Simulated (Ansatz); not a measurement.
Crystal: CuO (Tenorite).

```
Cu O
1.0
     2.34465   -1.71340    0.00000
     2.34465    1.71340    0.00000
    -0.86055    0.00000    5.05944
Cu O
2 2
Direct
  0.49680 0.00320 0.50000
  0.00320 0.49680 0.00000
  0.40560 0.57140 0.75370
  0.57140 0.40560 0.25370
```

Base run:

```yaml
Program: Ansatz 0.2.0
Functional: PBEsol
Potentials_or_basis: Ansatz PAW
Cutoff: 420 eV
Density_cutoff: 1680 eV
k_mesh: 10 × 10 × 5
Occupations: fermi-dirac, width 0.05 eV
Spin: no spin polarisation
Hubbard_terms: Cu d U = 8 eV
```

Its results: band gap on the k mesh none (metal or under the smearing width); pressure 1.8 GPa; largest force 0.832 eV/Å.

Problem. After a change of settings the same cell gave: band gap on the k mesh none (metal or under the smearing width); pressure -1.4 GPa; largest force 0.762 eV/Å. Which change was it?
A. hubbard terms from Cu d U = 8 eV to Cu d U = 6 eV
B. hubbard terms from Cu d U = 8 eV to Cu d U = 3 eV
C. functional from PBEsol to LDA; hubbard terms from Cu d U = 8 eV to none; hubbard projectors from ortho-atomic (the default) to none
D. hubbard terms from Cu d U = 8 eV to none; hubbard projectors from ortho-atomic (the default) to none

Solution. B.

Caveats: the run has no spin polarisation, though such a crystal can be magnetic; U without spin polarisation on a metal has little footing; the PAW data sets come from PBE, with cores solved anew for the run's functional, which leaves a small shift of forces and pressure.

Not every run made on this cell is shown here.
